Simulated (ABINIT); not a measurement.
The system is SiO2.

```xyz
12
Lattice="4.9756 0.0000 0.0000 0.0000 4.9756 0.0000 0.0000 0.0000 6.9009" Properties=species:S:1:pos:R:3 pbc="T T T"
Si    3.9966    3.9966    3.4504
Si    3.4668    1.5088    1.7252
Si    1.5088    3.4668    5.1757
Si    0.9790    0.9790    0.0000
O     3.7902    0.5492    2.9815
O     4.4263    1.1854    0.4690
O     0.5492    3.7902    3.9194
O     1.3024    1.9386    5.6446
O     1.1854    4.4263    6.4319
O     3.6732    3.0370    2.1942
O     1.9386    1.3024    1.2562
O     3.0370    3.6732    4.7067
```

The cell comes from a database or a generator and needn't be the stable form of this composition.

Program: ABINIT 10.8.3 (patched build). Alike in all runs: task band structure; no spin polarisation; cell as given; cutoff (eV) 626; smearing fermi-dirac 0.05 eV.

Question: Order these runs on this cell by their pressure, lowest first.
A. level PBE; potentials or basis JTH PAW PBE v2.0; k mesh 6 × 6 × 4
B. level PBEsol; potentials or basis JTH PAW PBE v2.0; k mesh 5 × 5 × 3
C. level LDA; potentials or basis JTH PAW LDA v2.0; k mesh 6 × 6 × 4

Answer: C (-2.8 GPa), B (0.8 GPa), A (3.0 GPa).

Caveats: the atomic spheres overlap; the PAW data sets were made with another functional, which shifts forces and pressure a little (some runs).
